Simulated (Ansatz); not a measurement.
Crystal: KI.

```
I K
1.0
     0.00000    3.53277    3.53277
     3.53277    0.00000    3.53277
     3.53277    3.53277    0.00000
I K
1 1
Direct
  0.50000 0.50000 0.50000
  0.00000 0.00000 0.00000
```

Base run:

| Property | Result |
| --- | --- |
| Program | Ansatz 0.2.0 |
| Functional | PBE |
| Potentials or basis | Ansatz PAW |
| Cutoff | 420 eV (not typed: the program's choice for these potentials) |
| k mesh | 7 × 7 × 7 |
| Occupations | fermi-dirac, width 0.05 eV |
| Spin | no spin polarisation |

Its results: band gap on the k mesh 3.97 eV, direct; pressure 0.6 GPa.

**Question.** The run is repeated on the same cell with these changes: functional from PBE to LDA. What comes out?

**Answer.** Band gap on the k mesh 3.61 eV, direct; pressure -1.3 GPa.

LDA binds more tightly than PBE, so the same cell stands under less pressure.

Caveats: spin-orbit coupling is left out, which moves the levels of the heavy elements; the PAW data sets come from PBE, with cores solved anew for the run's functional, which leaves a small shift of forces and pressure (some runs).
